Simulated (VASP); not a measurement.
CrO2: band structure with PBE+U

The system is CrO2.

```xyz
6
Lattice="4.4230 0.0000 0.0000 0.0000 4.4230 0.0000 0.0000 0.0000 2.9180" Properties=species:S:1:pos:R:3 pbc="T T T"
Cr    0.0000    0.0000    0.0000
Cr    2.2115    2.2115    1.4590
O     1.3313    1.3313    0.0000
O     0.8802    3.5428    1.4590
O     3.0917    3.0917    0.0000
O     3.5428    0.8802    1.4590
```

```json
{
  "Program": "VASP 6.6.1",
  "Task": "band structure",
  "Functional": "PBE",
  "Potentials or basis": "VASP PAW PBE potentials, release 64 (Cr_pv, O)",
  "Cutoff": "520 eV",
  "k mesh": "8 × 8 × 12",
  "Occupations": "fermi-dirac, width 0.05 eV",
  "Spin": "collinear spin, ferromagnetic start",
  "Starting moments": "[3.0, 3.0, 0.0, 0.0, 0.0, 0.0] μB",
  "Hubbard terms": "Cr d U = 2 eV",
  "Further INCAR settings": "ALGO = Normal; EDIFF = 1e-07; NBANDS = 37"
}
```

| Quantity | Value |
| --- | --- |
| Pressure | 7.0 GPa |
| Largest force | 0.098 eV/Å |
| Band gap along the path | none (metal or under the smearing width) |
| Net moment | 4.00 μB per cell |
| Site moments | Cr +2.26; O -0.14 μB |
| Valence electrons inside the program's atomic spheres | Cr 10.84; O 5.04 |

Forces in eV/Å, atoms in the order of the input:
```
Cr   0.000  0.000  0.000
Cr   0.000  0.000  0.000
O    0.070  0.070  0.000
O   -0.070  0.070  0.000
O   -0.070 -0.070  0.000
O    0.070 -0.070  0.000
```

Stress tensor (GPa, compression positive):
```
6.38 0.00 0.00
0.00 6.38 0.00
0.00 0.00 8.29
```

Levels at the corners of the path, in eV from the Fermi level:
Spin up:
```
point  band 24  band 25  band 26  band 27  band 28  band 29
    Γ    -1.23    -0.86    -0.86    -0.25     1.30     1.36
    X    -1.12    -0.53    -0.53     0.45     0.45     3.61
    X    -1.12    -0.53    -0.53     0.45     0.45     3.61
    M    -1.83    -1.56    -1.56     1.08     1.08     2.96
    M    -1.83    -1.56    -1.56     1.08     1.08     2.96
    Γ    -1.23    -0.86    -0.86    -0.25     1.30     1.36
    Γ    -1.23    -0.86    -0.86    -0.25     1.30     1.36
    Z    -1.34     0.16     0.16     0.59     0.59     2.73
    Z    -1.34     0.16     0.16     0.59     0.59     2.73
    R    -1.53    -1.26    -1.26     0.92     0.92     1.90
    R    -1.53    -1.26    -1.26     0.92     0.92     1.90
    A    -1.35    -0.16    -0.16     0.00     0.00     3.21
    A    -1.35    -0.16    -0.16     0.00     0.00     3.21
    Z    -1.34     0.16     0.16     0.59     0.59     2.73
    X    -1.12    -0.53    -0.53     0.45     0.45     3.61
    R    -1.53    -1.26    -1.26     0.92     0.92     1.90
    M    -1.83    -1.56    -1.56     1.08     1.08     2.96
    A    -1.35    -0.16    -0.16     0.00     0.00     3.21
```
Spin down:
```tsv
point	band 19	band 20	band 21	band 22	band 23	band 24	band 25	band 26
Γ	-1.46	-1.17	-1.17	-0.73	1.79	1.85	2.08	2.23
X	-2.56	-2.56	-1.52	-1.52	2.46	2.46	2.83	2.83
X	-2.56	-2.56	-1.52	-1.52	2.46	2.46	2.83	2.83
M	-2.29	-2.29	-2.02	-2.02	1.81	1.81	2.25	2.25
M	-2.29	-2.29	-2.02	-2.02	1.81	1.81	2.25	2.25
Γ	-1.46	-1.17	-1.17	-0.73	1.79	1.85	2.08	2.23
Γ	-1.46	-1.17	-1.17	-0.73	1.79	1.85	2.08	2.23
Z	-3.34	-3.34	-2.32	-2.32	2.47	2.47	3.11	3.11
Z	-3.34	-3.34	-2.32	-2.32	2.47	2.47	3.11	3.11
R	-2.78	-2.78	-1.86	-1.86	1.60	1.60	3.10	3.10
R	-2.78	-2.78	-1.86	-1.86	1.60	1.60	3.10	3.10
A	-2.14	-2.14	-1.39	-1.39	2.12	2.12	2.93	2.93
A	-2.14	-2.14	-1.39	-1.39	2.12	2.12	2.93	2.93
Z	-3.34	-3.34	-2.32	-2.32	2.47	2.47	3.11	3.11
X	-2.56	-2.56	-1.52	-1.52	2.46	2.46	2.83	2.83
R	-2.78	-2.78	-1.86	-1.86	1.60	1.60	3.10	3.10
M	-2.29	-2.29	-2.02	-2.02	1.81	1.81	2.25	2.25
A	-2.14	-2.14	-1.39	-1.39	2.12	2.12	2.93	2.93
```

Eigenvalues of the final occupation matrices:
```
    site  spin  trace               eigenvalues
site 1 d     1   3.12  0.40 0.44 0.53 0.81 0.94
site 1 d     2   0.92  0.07 0.10 0.12 0.31 0.32
site 2 d     1   3.12  0.40 0.44 0.53 0.81 0.94
site 2 d     2   0.92  0.07 0.10 0.12 0.31 0.32
```

Wall time 21 min on 1 thread of AMD EPYC 7R43 64-Core Processor (Zen 3), with other jobs on the host, peak memory 0.57 GiB.

Caveat: only a ferromagnetic start was run, and an antiferromagnetic order may lie lower in energy. The state reached can hang on the start; a lower one may exist.
